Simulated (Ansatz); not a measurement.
# CaSe: the cost of one run

Method: DFT PBE, scalar-relativistic, plane waves, PAW, in Ansatz 0.2.0.

The COD entry's cell or inner coordinates are ideal or old and differ from later refinements, so a difference from it is no clean test against experiment.

1 further run of the same task is left out (set aside as unsound or not needed).

## 1. The starting structure

It takes space group Fm-3m (No. 225, cubic). The conventional cell has a = 5.959 Å, b = 5.959 Å, c = 5.959 Å, α = 90.00°, β = 90.00°, γ = 90.00°. Ca (site symmetry m-3m) has 6 Se at 2.98 Å as nearest neighbours. Around Se (site symmetry m-3m) lie 6 Ca at 2.98 Å.

As a file:

```cif
data_structure
_symmetry_space_group_name_H-M 'P 1'
_symmetry_Int_Tables_number 1
_cell_length_a 4.2135
_cell_length_b 4.2135
_cell_length_c 4.2135
_cell_angle_alpha 60.000
_cell_angle_beta 60.000
_cell_angle_gamma 60.000
_cell_volume 52.89
loop_
_atom_site_label
_atom_site_type_symbol
_atom_site_fract_x
_atom_site_fract_y
_atom_site_fract_z
_atom_site_occupancy
Ca1 Ca 0.00000 0.00000 0.00000 1
Se1 Se 0.50000 0.50000 0.50000 1
```

This cell was relaxed beforehand with the same method: volume 26.45 Å³/atom, gap on the mesh 2.08 eV.

## 2. Electronic structure at the relaxed geometry

Input file input.yaml:

```yaml
crystal:
  lattice:
    - [0.0, 2.9793658633, 2.9793658633]
    - [2.9793658633, 0.0, 2.9793658633]
    - [2.9793658633, 2.9793658633, 0.0]
  atoms:
    - { symbol: Ca, position: [0.0, 0.0, 0.0] }
    - { symbol: Se, position: [0.5, 0.5, 0.5] }
basis:
  ecutwfc: 420
kpoints:
  mp_grid: { grid: [8, 8, 8] }
  band_path:
    path:
      - [[0.0, 0.0, 0.0], [0.5, 0.0, 0.5], [0.625, 0.25, 0.625]]
      - [[0.375, 0.375, 0.75], [0.0, 0.0, 0.0], [0.5, 0.5, 0.5], [0.5, 0.25, 0.75], [0.5, 0.0, 0.5]]
    npoints: 14
hamiltonian:
  xc: pbe
scf:
  occupations: { method: gaussian, width: 0.02 }
  n_extra_bands: 6
output:
  forces: true
  stress: true
  eigenvalues: true
  populations: true
  dos: { projected: true, de: 0.02, nscf_kmesh: { grid: [12, 12, 12] } }
  bader: true
  write_density: true
  write_potential: true
  elf: true
  volumetric_format: npy
```

Launch:

```sh
$ ansatz run input.yaml --threads 1 --pin off --max-ram 2560MiB --backend cpu --events-out ev --progress --plain --runs-dir out
```

**Question.** How long does this run take on 1 thread of Intel Xeon Platinum 8375C at 2.90GHz (Ice Lake), shared host, and how much memory does it need?

About 12 s, with a peak of 0.48 GiB.
